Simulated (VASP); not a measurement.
Here is a VASP 6.6.1 calculation.

The input INCAR:

```
ALGO = Fast
EDIFF = 1E-7
EDIFFG = -0.15
ENCUT = 520
GGA = PE
IBRION = 2
ISIF = 3
ISMEAR = 0
LASPH = T
LCHARG = F
LREAL = F
LWAVE = F
NELM = 100
NSW = 80
PREC = Accurate
SIGMA = 0.02
```

Contents of KPOINTS:

```
k-points
0
Gamma
  10 10 10
```

POSCAR

```
ZnSe                                    
1.0
    0.0000000000      2.8799751679      2.8799751679
    2.8799751679      0.0000000000      2.8799751679
    2.8799751679      2.8799751679      0.0000000000
  Zn              Se            
     1     1
Direct
     1.0000000000000000    0.0000000000000000    1.0000000000000000
     0.2500000000000000    0.2500000000000000    0.2500000000000000
```

Potentials or basis: VASP PAW PBE potentials, release 64 (Zn, Se).

Command:

```bash
$ cat potpaw_PBE.64/Zn/POTCAR potpaw_PBE.64/Se/POTCAR > POTCAR
$ mpirun -np 1 vasp_std > vasp.out
```

Question: What does it give for the band gap on the k mesh?

Answer: 1.10 eV, direct.

Final structure:
```
CELL_PARAMETERS angstrom
0.00000 2.87998 2.87998
2.87998 0.00000 2.87998
2.87998 2.87998 0.00000
ATOMIC_POSITIONS crystal
Zn 0.00000 0.00000 0.00000
Se 0.25000 0.25000 0.25000
```

Caveat: the relaxation stopped at its first step, so nothing moved. PBE gaps usually lie below the measured ones, often by a third to a half.
